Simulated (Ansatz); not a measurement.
Crystal: W.

```
CELL_PARAMETERS angstrom
-1.58234 1.58234 1.58234
1.58234 -1.58234 1.58234
1.58234 1.58234 -1.58234
ATOMIC_POSITIONS crystal
W 0.00000 0.00000 0.00000
```

| Property | Result |
| --- | --- |
| Program | Ansatz 0.2.0 |
| Task | relaxation of cell and atoms |
| Functional | revPBE |
| Dispersion | D3(BJ) |
| Potentials or basis | Ansatz PAW |
| Cutoff | 420 eV (not typed: the program's choice for these potentials) |
| k mesh | 12 × 12 × 12 |
| Occupations | fermi-dirac, width 0.05 eV |
| Spin | no spin polarisation |

At the start: volume 15.85 Å³/atom.

Question: Where does the relaxation end?

Answer: It ends after 4 steps and the volume is 15.62 Å³/atom (-1.4 %); space group Im-3m (No. 229, to 0.05 Å).

The path:
```tsv
step	energy change (eV)	largest force (eV/Å)	volume (Å³)
1	0.0000	0.0000	15.85
2	-0.0032	0.0000	15.64
3	-0.0032	0.0000	15.62
4	-0.0031	0.0000	15.62
```

Final structure:
```
CELL_PARAMETERS angstrom
-1.57485 1.57485 1.57485
1.57485 -1.57485 1.57485
1.57485 1.57485 -1.57485
ATOMIC_POSITIONS crystal
W 0.00000 0.00000 0.00000
```

Caveat: the plane-wave basis is chosen anew once the cell has moved, so the energies of steps on either side of that aren't comparable; the PAW data sets come from PBE, with cores solved anew for the run's functional, which leaves a small shift of forces and pressure.
